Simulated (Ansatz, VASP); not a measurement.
AlCu3: VASP beside Ansatz

The input INCAR:

```
ALGO = Normal
EDIFF = 1E-6
EDIFFG = -0.005
ENCUT = 600
GGA = CA
IBRION = 2
ISIF = 3
ISMEAR = 0
LASPH = T
LCHARG = F
LREAL = F
LWAVE = F
NELM = 80
NSW = 70
PREC = Accurate
SIGMA = 0.1
```

The input KPOINTS:

```
k-points
0
Gamma
  12 12 12
```

The input POSCAR:

```
AlCu3
1.0
    0.0000000000      2.9271909377      2.9271909377
    2.9271909377      0.0000000000      2.9271909377
    2.9271909377      2.9271909377      0.0000000000
Al Cu
1 3
Direct
    0.0000000000      0.0000000000      0.0000000000
    0.5000000000      0.5000000000      0.5000000000
    0.2500000000      0.2500000000      0.2500000000
    0.7500000000      0.7500000000      0.7500000000
```

Input for Ansatz:

```yaml
crystal:
  lattice:
    - [0.0, 2.9271909377, 2.9271909377]
    - [2.9271909377, 0.0, 2.9271909377]
    - [2.9271909377, 2.9271909377, 0.0]
  atoms:
    - { symbol: Al, position: [0.0, 0.0, 0.0] }
    - { symbol: Cu, position: [0.5, 0.5, 0.5] }
    - { symbol: Cu, position: [0.25, 0.25, 0.25] }
    - { symbol: Cu, position: [0.75, 0.75, 0.75] }
basis:
  ecutwfc: 420
kpoints:
  mp_grid: { grid: [12, 12, 12] }
hamiltonian:
  xc: lda
scf:
  occupations: { method: gaussian, width: 0.1 }
output:
  forces: true
  stress: true
  eigenvalues: true
  write_density: true
  write_potential: true
  elf: true
  volumetric_format: npy
relax:
  adjacent_minimum: "off"
  f_tol: 0.005
  max_steps: 50
  cell: { stress_tol: 0.05 }
```

Alike in both runs: task relaxation of cell and atoms; functional LDA; k mesh 12 × 12 × 12; occupations gaussian, width 0.1 eV; no spin polarisation.

|  | VASP | Ansatz |
| --- | --- | --- |
| version | VASP 6.6.1 | Ansatz 0.2.0 |
| potentials or method | VASP PAW LDA potentials, release 64 (Al, Cu) | scalar-relativistic, plane waves, PAW |
| plane-wave cutoff (eV) | 600 | 420 |
| valence electrons in the cell | 36 | 60 |

```csv
,VASP,Ansatz,Ansatz less VASP
"gap on the k mesh at the Fermi level, each at its own relaxed structure (eV)",none,none,-
relaxed volume (Å³/atom),11.62,11.57,-0.046
relaxed cell length with the largest relative difference (Å),4.035,4.030,-0.0053
energy change over the relaxation (meV/atom),-33,-36,-3.9
```

A gap of «none» marks a metal or a gap that the smearing closes. The two sets of potentials don't hold the same shells in valence.
